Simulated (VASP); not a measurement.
# AgI (F-43m) in VASP: a series of runs

Runs on AgI. Level: PBEsol. Tasks: single point, relaxation of cell and atoms.

Everything below comes from runs of VASP 6.6.1. Logs are shortened: lines on timing, memory, paths and dates and some standing lists are left out, and cuts for length are marked.

## 1. The crystal as given

Symmetry: F-43m, No. 216, cubic system. Conventional cell: a = 6.450 Å, b = 6.450 Å, c = 6.450 Å, α = 90.00°, β = 90.00°, γ = 90.00°. Ag (site symmetry -43m) is surrounded by 4 I at 2.79 Å. Around I (site symmetry -43m) lie 4 Ag at 2.79 Å.

Measurements of this composition are mostly on another form, of space group No. 229.

## 2. Single point, PBEsol

File INCAR:

```
ALGO     = Fast           # electronic algorithm
EDIFF    = 1E-6           # SCF threshold, eV
ENCUT    = 520            # plane-wave cutoff, eV
GGA      = PS             # functional
ISIF     = 2              # what is computed and relaxed
ISMEAR   = 0              # smearing method
LASPH    = True           # aspherical terms in the spheres
LCHARG   = False          # write CHGCAR
LREAL    = False          # projectors in reciprocal space
LWAVE    = False          # write WAVECAR
NBANDS   = 16             # bands
NELM     = 100            # most SCF steps
PREC     = Accurate       # precision mode
SIGMA    = 0.02           # smearing width, eV
```

File KPOINTS:

```
k-points
0
Gamma
  8 8 8
```

File POSCAR:

```
AgI
1.0
    0.0000000000      3.2250958904      3.2250958904
    3.2250958904      0.0000000000      3.2250958904
    3.2250958904      3.2250958904      0.0000000000
Ag I
1 1
Direct
    0.0000000000      0.0000000000      0.0000000000
    0.7500000000      0.7500000000      0.7500000000
```

Potentials or basis: VASP PAW PBE potentials, release 64 (Ag, I).

Started as:

```sh
cat potpaw_PBE.64/Ag/POTCAR potpaw_PBE.64/I/POTCAR > POTCAR
mpirun -np 1 vasp_std > vasp.out
```

OUTCAR:

```text
EDIFF = 1E-6
   ENCUT = 520
   GGA = PS
   ISIF = 2
   ISMEAR = 0
   LASPH = True
   LREAL = False
   NELM = 100
   PREC = Accurate

 ion  position               nearest neighbor table
   1  0.000  0.000  0.000-   2 2.79   2 2.79   2 2.79   2 2.79
   2  0.750  0.750  0.750-   1 2.79   1 2.79   1 2.79   1 2.79

  LATTYP: Found a face centered cubic cell.
 ALAT       =     6.4501917808

  Lattice vectors:

 A1 = (   0.0000000000,   3.2250958904,   3.2250958904)
 A2 = (   3.2250958904,   0.0000000000,   3.2250958904)
 A3 = (   3.2250958904,   3.2250958904,   0.0000000000)

Analysis of symmetry for initial positions (statically):
=====================================================================
 Subroutine PRICEL returns:
 Original cell was already a primitive cell.

 Routine SETGRP: Setting up the symmetry group for a
 face centered cubic supercell.

 Subroutine GETGRP returns: Found 24 space group operations
 (whereof 24 operations were pure point group operations)
 out of a pool of 48 trial point group operations.

The static configuration has the point symmetry T_d .

Analysis of symmetry for dynamics (positions and initial velocities):
=====================================================================
 Subroutine PRICEL returns:
 Original cell was already a primitive cell.

 Routine SETGRP: Setting up the symmetry group for a
 face centered cubic supercell.

 Subroutine GETGRP returns: Found 24 space group operations
 (whereof 24 operations were pure point group operations)
 out of a pool of 48 trial point group operations.

The dynamic configuration has the point symmetry T_d .

 Subroutine INISYM returns: Found 24 space group operations
 (whereof 24 operations are pure point group operations),
 and found     1 'primitive' translations

----------------------------------------------------------------------------------------

                                     Primitive cell

  volume of cell :      67.0900

  direct lattice vectors                    reciprocal lattice vectors
     0.000000000  3.225095890  3.225095890    -0.155034150  0.155034150  0.155034150
     3.225095890  0.000000000  3.225095890     0.155034150 -0.155034150  0.155034150
     3.225095890  3.225095890  0.000000000     0.155034150  0.155034150 -0.155034150

  length of vectors
     4.560974348  4.560974348  4.560974348     0.268527025  0.268527025  0.268527025

  position of ions in fractional coordinates (direct lattice)
[... 75 lines left out ...]
   LSORBIT =      F    spin-orbit coupling
   LASPH  =      T    aspherical Exc in radial PAW
   ENCUT  =  520.0 eV  38.22 Ry    6.18 a.u.   8.48  8.48  8.48*2*pi/ulx,y,z
   NELM   =    100;   NELMIN=  2; NELMDL= -5     # of ELM steps
   EDIFF  = 0.1E-05   stopping-criterion for ELM
   LREAL  =      F    real-space projection
   EDIFFG = 0.1E-04   stopping-criterion for IOM
   NSW    =      0    number of steps for IOM
   IBRION =     -1    ionic relax: 0-MD 1-quasi-New 2-CG
   NFREE  =      0    steps in history (QN), initial steepest desc. (CG)
   ISIF   =      2    stress and relaxation
   ISYM   =      2    0-nonsym 1-usesym 2-fastsym
   POTIM  = 0.5000    time-step for ionic-motion
   TEBEG  =    0.0;   TEEND  =   0.0 temperature during run
   PSTRESS=    0.0 pullay stress
   NELECT =      18.0000    total number of electrons
   NUPDOWN=      -1.0000    fix difference up-down
   EMIN   =  10.00;   EMAX   =-10.00  energy-range for DOS
   EFERMI =   0.00;   METHOD = LEGACY
   ISMEAR =     0;   SIGMA  =   0.02  broadening in eV -4-tet -1-fermi 0-gaus
   EFERMI_NEDOS =   21; number of points for ismear=-14 and -15
   IALGO  =     68    algorithm
   IMIX   =      4    mixing-type and parameters
     AMIX     =   0.40;   BMIX     =  1.00
     AMIX_MAG =   1.60;   BMIX_MAG =  1.00
  volume/ion in A,a.u.               =      33.55       226.37
  Fermi-wavevector in a.u.,A,eV,Ry     =   1.055876  1.995317 15.168792  1.114875
  Thomas-Fermi vector in A             =   2.191091
   LORBIT       =      0    0 simple, 1 ext, 2 COOP (PROOUT), +10 PAW based schemes
   GGA     = PS    functional components
   LHFCALC =     F    Hartree Fock is set to
   AEXX    =    0.0000 exact exchange contribution
   IVDW    =     0    specifies the selected vdW correction
   LEPSILON=     F    determine dielectric tensor
   LRPA    =     F    only Hartree local field effects (RPA)
 non-spin polarized calculation
 RMM-DIIS sequential band-by-band and
 Gauss-broadening in eV      SIGMA  =   0.02
  energy-cutoff  :      520.00
  volume of cell :       67.09
 maximum number of plane-waves:      1832
 NGX is ok and might be reduce to    36
   NGX = 17   NGY = 17   NGZ = 17

 number of electron      17.9999998 magnetization

 Free energy of the ion-electron system (eV)
  ---------------------------------------------------
  ext. energy  EPLUGINS =         0.00000000
  ---------------------------------------------------
  free energy    TOTEN  =        -5.45485867 eV

  energy without entropy =       -5.45485867  energy(sigma->0) =       -5.45485867

 E-fermi :   3.3785     XC(G=0):  -8.7325

 val. band max:        3.2386889794   @ k =   0.0000   0.0000   0.0000
 cond. band min:       4.4394081564   @ k =   0.0000   0.0000   0.0000
 fundamental gap:      1.2007191770
 Fermi energy:         3.3784679085

 k-point     1 :       0.0000    0.0000    0.0000
  band No.  band energies     occupation
      1      -9.7262      2.00000
      2      -1.1266      2.00000
      3      -1.1266      2.00000
      4      -1.1266      2.00000
      5       0.0615      2.00000
      6       0.0615      2.00000
[... 433 lines left out ...]
      3      -0.9548      2.00000
      4      -0.7729      2.00000
      5       0.0224      2.00000
      6       0.1060      2.00000
[... 8 lines left out ...]
     15      13.8255      0.00000
     16      14.5247      0.00000

 [... further k-points ...]
[... 5 lines left out ...]
  --------------------------------------------------------------------------------------
  -------------------------------------------------------------------------------------
  Total       -0.0183827     -0.0183827     -0.0183827      0.0000000      0.0000000      0.0000000
  in kB       -0.4389963     -0.4389963     -0.4389963      0.0000000      0.0000000      0.0000000
  external PRESSURE =      -0.4389963 kB  Pullay stress =       0.0000000 kB

 VOLUME and BASIS-vectors are now :
 -----------------------------------------------------------------------------
  energy-cutoff  :      520.00
  volume of cell :       67.09
      direct lattice vectors                 reciprocal lattice vectors
     0.000000000  3.225095890  3.225095890    -0.155034150  0.155034150  0.155034150
     3.225095890  0.000000000  3.225095890     0.155034150 -0.155034150  0.155034150
     3.225095890  3.225095890  0.000000000     0.155034150  0.155034150 -0.155034150

 POSITION                                       TOTAL-FORCE (eV/Angst)
 -----------------------------------------------------------------------------------
      0.00000      0.00000      0.00000        -0.000000     -0.000000     -0.000000
      4.83764      4.83764      4.83764         0.000000      0.000000      0.000000
 -----------------------------------------------------------------------------------
    total drift:                               -0.000000     -0.000000     -0.000000

  FREE ENERGIE OF THE ION-ELECTRON SYSTEM (eV)
  ---------------------------------------------------
  free  energy   TOTEN  =        -5.4548586678 eV

  energy  without entropy=       -5.4548586678  energy(sigma->0) =       -5.45485867
```

OSZICAR:

```text
N       E                     dE             d eps       ncg     rms          rms(c)
DAV:   1     0.918461014762E+02    0.91846E+02   -0.76889E+03   936   0.944E+02
DAV:   2    -0.227097934576E+01   -0.94117E+02   -0.87223E+02  1120   0.197E+02
DAV:   3    -0.553465770037E+01   -0.32637E+01   -0.32571E+01  1216   0.382E+01
DAV:   4    -0.558347318982E+01   -0.48815E-01   -0.48814E-01  1360   0.439E+00
DAV:   5    -0.558358501185E+01   -0.11182E-03   -0.11182E-03  1272   0.206E-01    0.556E+00
RMM:   6    -0.545975627616E+01    0.12383E+00   -0.40103E-01   928   0.431E+00    0.403E+00
RMM:   7    -0.545578306200E+01    0.39732E-02   -0.18745E-02   984   0.762E-01    0.195E+00
RMM:   8    -0.545468136510E+01    0.11017E-02   -0.33598E-03  1009   0.383E-01    0.112E-01
RMM:   9    -0.545480932004E+01   -0.12795E-03   -0.47594E-04  1071   0.154E-01    0.422E-02
RMM:  10    -0.545485716739E+01   -0.47847E-04   -0.78666E-05  1038   0.652E-02    0.192E-02
RMM:  11    -0.545485850700E+01   -0.13396E-05   -0.17225E-05  1095   0.313E-02    0.810E-03
RMM:  12    -0.545485866784E+01   -0.16084E-06   -0.30455E-06   968   0.127E-02
   1 F= -.54548587E+01 E0= -.54548587E+01  d E =-.404602E-25
```

Run time: 25 s. Hardware: 1 thread of Intel Xeon Platinum 8259CL at 2.50GHz (Skylake/Cascade Lake), shared host; peak memory 0.21 GiB.

What came out:

```
Free energy            : -5.4549 eV
Pressure               : 0.0 GPa
Band gap on the k mesh : 1.20 eV, direct
```

Caveat: the PAW data sets were made with another functional, which shifts forces and pressure a little; spin-orbit coupling is left out, which moves the levels of the heavy elements. Expect the measured gap to be larger: semilocal functionals such as PBEsol lack the derivative discontinuity.

## 3. Relaxation of cell and atoms, PBEsol

This run uses another cell than the first one, of 33.90 Å³/atom, 1.011 times its volume.

File INCAR:

```
  PREC = Accurate
  ENCUT = 600
  EDIFF = 1E-6
  ISMEAR = 0
  SIGMA = 0.02
  LREAL = False
  LASPH = True
  NELM = 100
  ALGO = Normal
  ISIF = 3
  LWAVE = False
  LCHARG = False
  GGA = PS
  IBRION = 2
  NSW = 100
  EDIFFG = -0.005
```

File KPOINTS:

```
Automatic mesh
0
Gamma
  8 8 8
```

File POSCAR:

```
AgI
1.0
    0.0000000000      3.2365000000      3.2365000000
    3.2365000000      0.0000000000      3.2365000000
    3.2365000000      3.2365000000      0.0000000000
Ag I
1 1
Direct
    0.0000000000      0.0000000000      0.0000000000
    0.7500000000      0.7500000000      0.7500000000
```

Potentials or basis: VASP PAW PBE potentials, release 64 (Ag, I).

Started as:

```sh
cat potpaw_PBE.64/Ag/POTCAR potpaw_PBE.64/I/POTCAR > POTCAR
mpirun -np 1 vasp_std > vasp.out
```

It took 92 s on 1 thread of Intel Xeon Platinum 8259CL at 2.50GHz (Skylake/Cascade Lake), shared host; peak memory 0.26 GiB.

The run converged. Its results:

- Free energy: -5.4551 eV
- Relaxed volume: 33.50 Å³/atom
- Relaxed cell: a = 4.559 Å, b = 4.559 Å, c = 4.559 Å, α = 60.00°, β = 60.00°, γ = 60.00°
- Space group after relaxing (to 0.05 Å): F-43m (No. 216)
- Energy gained by relaxing: 0.5 meV/atom
- Ionic steps: 6
- Pressure after relaxing: 0.0 GPa
- Band gap on the k mesh: 1.20 eV, direct

The path:
| step | energy change (eV) | largest force (eV/Å) | pressure (GPa) | volume (Å³) |
| --- | --- | --- | --- | --- |
| 1 | 0.0000 | 0.0000 | -0.40 | 67.80 |
| 2 | -0.0010 | 0.0000 | -0.03 | 66.98 |
| 3 | -0.0010 | 0.0000 | 0.04 | 66.89 |
| 4 | -0.0010 | 0.0000 | 0.03 | 66.94 |
| 5 | -0.0010 | 0.0000 | 0.02 | 66.96 |
| 6 | -0.0010 | 0.0000 | 0.00 | 67.01 |

Final structure:
```xyz
2
Lattice="0.0000 3.2238 3.2238 3.2238 0.0000 3.2238 3.2238 3.2238 0.0000" Properties=species:S:1:pos:R:3 pbc="T T T"
Ag    3.2238    0.0000    3.2238
I     4.8357    4.8357    4.8357
```

Levels at points of the mesh, in eV from the valence-band top:
```csv
k point,band 7,band 8,band 9,band 10,band 11,band 12
"(0.00, 0.00, 0.00)",0.00,0.00,0.00,1.20,5.63,5.63
"(0.50, 0.00, 0.00)",-3.03,-0.76,-0.76,2.64,6.12,6.12
"(0.50, 0.50, 0.00)",-2.71,-1.88,-1.88,3.42,3.75,8.44
```

Caveat: the PAW data sets were made with another functional, which shifts forces and pressure a little; spin-orbit coupling is left out, which moves the levels of the heavy elements.

## 4. Single point, PBEsol

File INCAR:

```
SYSTEM = AgI
  PREC = Accurate
  ENCUT = 520
  EDIFF = 1E-6
  ISMEAR = 0
  SIGMA = 0.02
  LREAL = .False.
  LASPH = .True.
  NELM = 100
  ALGO = Normal
  ISIF = 2
  LWAVE = .False.
  LCHARG = .True.
  GGA = PS
  LELF = .True.
  LVHAR = .True.
  NBANDS = 16
```

File KPOINTS:

```
Automatic mesh
0
Gamma
  8 8 8
  0 0 0
```

File POSCAR:

```
AgI
1.0
    0.0000000000      3.2250958904      3.2250958904
    3.2250958904      0.0000000000      3.2250958904
    3.2250958904      3.2250958904      0.0000000000
Ag I
1 1
Direct
    0.0000000000      0.0000000000      0.0000000000
    0.7500000000      0.7500000000      0.7500000000
```

Started as:

```sh
cat potpaw_PBE.64/Ag/POTCAR potpaw_PBE.64/I/POTCAR > POTCAR
mpirun -np 1 vasp_std > vasp.out
```

It took 25 s on 1 thread of Intel Xeon Platinum 8259CL at 2.50GHz (Skylake/Cascade Lake), shared host; peak memory 0.22 GiB.

The run converged. Its results:

```
Free energy            : -5.4549 eV
Pressure               : 0.0 GPa
Band gap on the k mesh : 1.20 eV, direct
```

Levels at points of the mesh, in eV from the valence-band top:
```csv
k point,band 5,band 6,band 7,band 8,band 9,band 10,band 11,band 12,band 13,band 14
"(0.00, 0.00, 0.00)",-3.18,-3.18,0.00,0.00,0.00,1.20,5.63,5.63,5.63,8.79
"(0.50, 0.00, 0.00)",-3.15,-3.15,-3.02,-0.76,-0.76,2.64,6.13,6.13,7.10,9.07
"(0.50, 0.50, 0.00)",-3.08,-3.05,-2.70,-1.87,-1.87,3.43,3.75,8.43,9.63,9.63
```

Caveat: the PAW data sets were made with another functional, which shifts forces and pressure a little; spin-orbit coupling is left out, which moves the levels of the heavy elements. As with any semilocal functional, this PBEsol gap is likely too small.

## 5. Single point, PBEsol ((1 1 1) slab cut from the bulk)

File INCAR:

```
SYSTEM = AgI
PREC = Accurate
ENCUT = 520
EDIFF = 1E-7
ISMEAR = 0
SIGMA = 0.05
LREAL = .False.
LASPH = .True.
NELM = 100
ALGO = Normal
ISIF = 2
LWAVE = .False.
LCHARG = .False.
LDIPOL = .True.
IDIPOL = 3
DIPOL = 0.5 0.5 0.500
GGA = PS
NBANDS = 36
```

File KPOINTS:

```
regular mesh
0
Gamma
  6 6 1
  0 0 0
```

File POSCAR:

```
AgI
1.0
    4.5609743481      0.0000000000      0.0000000000
   -2.2804871740      3.9499196515      0.0000000000
    0.0000000000      0.0000000000     23.3790449121
I Ag
3 3
Direct
    0.0000000000      0.0000000000      0.3208001023
    0.3333333333      0.6666666667      0.4800889003
    0.6666666667      0.3333333333      0.6393776982
    0.3333333333      0.6666666667      0.3606223018
    0.6666666667      0.3333333333      0.5199110997
    0.0000000000      0.0000000000      0.6791998977
```

Potentials or basis: VASP PAW PBE potentials, release 64 (I, Ag).

Started as:

```sh
cat potpaw_PBE.64/I/POTCAR potpaw_PBE.64/Ag/POTCAR > POTCAR
mpirun -np 1 vasp_std > vasp.out
```

Run time: 5.1 min. Hardware: 1 thread of Intel Xeon Platinum 8259CL at 2.50GHz (Skylake/Cascade Lake), shared host; peak memory 0.55 GiB.

It converged, with:

| Item | Value |
| --- | --- |
| Free energy | -15.5347 eV |
| Largest force | 0.675 eV/Å |
| Band gap on the k mesh | none (metal or under the smearing width) |

Forces on the atoms (eV/Å):
```
I    0.000  0.000  0.228
I    0.000  0.000  0.339
I    0.000  0.000  0.675
Ag   0.000  0.000 -0.391
Ag   0.000  0.000 -0.320
Ag   0.000  0.000 -0.530
```

Levels at points of the mesh, in eV from the Fermi level:
```tsv
k point	band 25	band 26	band 27	band 28	band 29	band 30
(0.00, 0.00, 0.00)	-1.08	-0.19	0.00	0.00	1.35	1.81
(0.50, 0.00, 0.00)	-2.05	-1.06	-0.96	0.67	2.00	2.52
```

Caveat: the PAW data sets were made with another functional, which shifts forces and pressure a little.

## 6. Single point, PBEsol

This run uses another cell than the first one, of 33.90 Å³/atom, 1.011 times its volume.

File INCAR:

```
SYSTEM = AgI
ALGO = Normal ; EDIFF = 1E-6
ENCUT = 520 ; GGA = PS
ISIF = 2 ; ISMEAR = 0
LASPH = .TRUE. ; LCHARG = .FALSE.
LREAL = .FALSE. ; LWAVE = .FALSE.
NBANDS = 16 ; NELM = 100
PREC = Accurate ; SIGMA = 0.1
```

File KPOINTS:

```
k-points
0
G
  6 6 6
  0 0 0
```

File POSCAR:

```
AgI
1.0
    0.0000000000      3.2365000000      3.2365000000
    3.2365000000      0.0000000000      3.2365000000
    3.2365000000      3.2365000000      0.0000000000
Ag I
1 1
Direct
    0.0000000000      0.0000000000      0.0000000000
    0.7500000000      0.7500000000      0.7500000000
```

Potentials or basis: VASP PAW PBE potentials, release 64 (Ag, I).

Started as:

```sh
cat potpaw_PBE.64/Ag/POTCAR potpaw_PBE.64/I/POTCAR > POTCAR
mpirun -np 1 vasp_std > vasp.out
```

It took 14 s on 1 thread of Intel Xeon Platinum 8259CL at 2.50GHz (Skylake/Cascade Lake), shared host; peak memory 0.21 GiB.

It converged, with:

* Free energy: -5.4527 eV
* Pressure: -0.4 GPa
* Band gap on the k mesh: 1.20 eV, direct

Levels at points of the mesh, in eV from the valence-band top:
```csv
k point,band 5,band 6,band 7,band 8,band 9,band 10,band 11,band 12,band 13,band 14
"(0.00, 0.00, 0.00)",-3.13,-3.13,0.00,0.00,0.00,1.20,5.65,5.65,5.65,8.78
"(0.50, 0.00, 0.00)",-3.10,-3.10,-2.98,-0.74,-0.74,2.65,6.14,6.14,7.09,9.06
"(0.50, 0.50, 0.00)",-3.04,-3.01,-2.66,-1.84,-1.84,3.46,3.76,8.40,9.59,9.59
```

Caveat: the PAW data sets were made with another functional, which shifts forces and pressure a little; spin-orbit coupling is left out, which moves the levels of the heavy elements.

## 7. Overview

| task | potentials or basis | cell | k mesh | cutoff (eV) | smearing | dipole correction | gap on the mesh (eV) | pressure (GPa) |
| --- | --- | --- | --- | --- | --- | --- | --- | --- |
| single point | VASP PAW PBE potentials, release 64 (Ag, I) | F-43m, 33.55 Å³/atom | 8 × 8 × 8 | 520 | gaussian 0.02 eV | no | 1.20 | 0.0 |
| relaxation of cell and atoms | VASP PAW PBE potentials, release 64 (Ag, I) | relaxed | 8 × 8 × 8 | 600 | gaussian 0.02 eV | no | 1.20 | 0.0 |
| single point | VASP PAW PBE potentials, release 64 (I, Ag) | (1 1 1) slab cut from the bulk | 6 × 6 × 1 | 520 | gaussian 0.05 eV | yes | none | - |
| single point | VASP PAW PBE potentials, release 64 (Ag, I) | F-43m, 33.9 Å³/atom | 6 × 6 × 6 | 520 | gaussian 0.1 eV | no | 1.20 | -0.4 |

Alike in all rows: level PBEsol; no spin polarisation.

Caveats: the PAW data sets were made with another functional, which shifts forces and pressure a little; spin-orbit coupling is left out, which moves the levels of the heavy elements (some runs).

Total energies depend on the potentials used, so only differences within one code and one set of settings carry meaning.
